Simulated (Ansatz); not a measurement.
**Formation energy of VO2**

Level of theory: DFT, r²SCAN, scalar-relativistic, collinear spin; plane waves to 500 eV with PAW datasets (Ansatz 0.2.0), Γ-centred 6×6×10 mesh, 0.05 eV Gaussian smearing; PAW files: Ansatz's generated set soft_2.

The chain of runs began from a measured cell (COD), expanded in volume.

It takes space group P4_2/mnm (No. 136, tetragonal). Conventional cell: a = 4.541 Å, b = 4.541 Å, c = 2.830 Å, α = 90.00°, β = 90.00°, γ = 90.00°. V (site symmetry mmm) is surrounded by 6 O at 1.91 to 1.93 Å. O (site symmetry m2m) is surrounded by 3 V at 1.91 to 1.93 Å. (Shells end 15 % past the nearest neighbour.)

The elements were computed in their standard states (gases as isolated molecules) with the same datasets, cutoff and functional. The compound's run is ferromagnetic, with site spin moments V 0.89; O -0.08 μB. Total energies depend on the potentials used, so only differences within one code and one set of settings carry meaning.

Energy of the relaxed cell (6 atoms, smearing extrapolated to zero): -8113.810 eV. Elements, in eV/atom: V -2917.066, O -565.983.

Question: What is the formation energy?

Answer: [-8113.810 − (2 × -2917.066 + 4 × -565.983)] / 6 = -2.62 eV/atom, or -253 kJ per mole of atoms.

The value is for 0 K, without zero-point energy and without any correction for the binding of gas molecules. Uncorrected semilocal values for oxides, chalcogenides and halides often miss by tenths of an eV an atom. A negative value shows stability against the elements alone, not against other compounds or structures.

The run wasn't fully tested for a lower electronic state. Site moments are of spin, integrated over atomic spheres.
